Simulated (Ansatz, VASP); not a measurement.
**One calculation of AlN, two programs**

The input INCAR:

```
PREC = Accurate
ENCUT = 520
EDIFF = 1E-6
ISMEAR = 0
SIGMA = 0.02
LREAL = F
LASPH = T
NELM = 100
ALGO = Normal
ISIF = 2
LWAVE = F
LCHARG = F
GGA = PE
NBANDS = 11
```

KPOINTS

```
Automatic mesh
0
Gamma
  10 10 10
```

The input POSCAR:

```
AlN
1.0
    0.0000000000      1.9871747661      1.9871747661
    1.9871747661      0.0000000000      1.9871747661
    1.9871747661      1.9871747661      0.0000000000
Al N
1 1
Direct
    0.5000000000      0.5000000000      0.5000000000
    0.0000000000      0.0000000000      0.0000000000
```

Input for Ansatz:

```yaml
crystal:
  lattice:
    - [0.0, 1.9871747661, 1.9871747661]
    - [1.9871747661, 0.0, 1.9871747661]
    - [1.9871747661, 1.9871747661, 0.0]
  atoms:
    - { symbol: Al, position: [0.5, 0.5, 0.5] }
    - { symbol: "N", position: [0.0, 0.0, 0.0] }
basis:
  ecutwfc: 420
kpoints:
  mp_grid: { grid: [10, 10, 10] }
hamiltonian:
  xc: pbe
scf:
  occupations: { method: gaussian, width: 0.02 }
output:
  forces: true
  stress: true
  eigenvalues: true
```

Alike in both runs: task single point; functional PBE; k mesh 10 × 10 × 10; occupations gaussian, width 0.02 eV; no spin polarisation.

|  | VASP | Ansatz |
| --- | --- | --- |
| version | VASP 6.6.1 | Ansatz 0.2.0 |
| potentials or method | VASP PAW PBE potentials, release 64 (Al, N) | scalar-relativistic, plane waves, PAW |
| plane-wave cutoff (eV) | 520 | 420 |
| valence electrons in the cell | 8 | 8 |

```tsv
	VASP	Ansatz	Ansatz less VASP
gap on the k mesh at the Fermi level (eV)	5.12	5.14	+0.025
least direct gap on the mesh (eV)	6.44	6.43	-0.016
pressure (GPa)	20.5	20.8	+0.33
```

With one functional, cell and mesh, what is left measures potentials, basis and numerics.

Caveats: so large a pressure means that the cell lies far from this level's equilibrium, or that cutoff or potentials fall short (VASP). A k mesh can miss the band edges.
